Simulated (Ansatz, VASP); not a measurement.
**H in VASP and in Ansatz**

INCAR

```
PREC     = Accurate       # precision mode
ENCUT    = 520            # plane-wave cutoff, eV
EDIFF    = 1E-6           # SCF threshold, eV
ISMEAR   = 0              # smearing method
SIGMA    = 0.05           # smearing width, eV
LREAL    = F              # projectors in reciprocal space
LASPH    = T              # aspherical terms in the spheres
NELM     = 60             # most SCF steps
ALGO     = Normal         # electronic algorithm
ISIF     = 2              # what is computed and relaxed
LWAVE    = F              # write WAVECAR
LCHARG   = F              # write CHGCAR
GGA      = PS             # functional
NBANDS   = 6              # bands
```

KPOINTS

```
regular mesh
0
Gamma
  12 12 30
```

The input POSCAR:

```
H
1.0
    2.5667826971      0.0000000000      0.0000000000
    0.0000000000      2.5667826971      0.0000000000
    0.0000000000      0.0000000000      1.0448154487
H
1
Direct
    0.0000000000      0.0000000000      0.5000000000
```

Input for Ansatz:

```yaml
crystal:
  lattice:
    - [2.5667826971, 0.0, 0.0]
    - [0.0, 2.5667826971, 0.0]
    - [0.0, 0.0, 1.0448154487]
  atoms:
    - { symbol: H, position: [0.0, 0.0, 0.5] }
basis:
  ecutwfc: 420
kpoints:
  mp_grid: { grid: [12, 12, 30] }
hamiltonian:
  xc: pbesol
scf:
  occupations: { method: gaussian, width: 0.05 }
output:
  forces: true
  stress: true
  eigenvalues: true
```

Alike in both runs: task single point; functional PBEsol; k mesh 12 × 12 × 30; occupations gaussian, width 0.05 eV; no spin polarisation.

|  | VASP | Ansatz |
| --- | --- | --- |
| version | VASP 6.6.1 | Ansatz 0.2.0 |
| potentials or method | VASP PAW PBE potentials, release 64 (H) | scalar-relativistic, plane waves, PAW |
| plane-wave cutoff (eV) | 520 | 420 |
| valence electrons in the cell | 1 | 1 |

|  | VASP | Ansatz | Ansatz less VASP |
| --- | --- | --- | --- |
| gap on the k mesh at the Fermi level (eV) | none | none | - |
| pressure (GPa) | -4.7 | -4.4 | +0.26 |
| largest component of the traceless stress (GPa) | 10.08 | 10.04 | -0.035 |

A gap of «none» marks a metal or a gap that the smearing closes.

Caveats: the PAW data sets were made with another functional, which shifts forces and pressure a little (VASP).
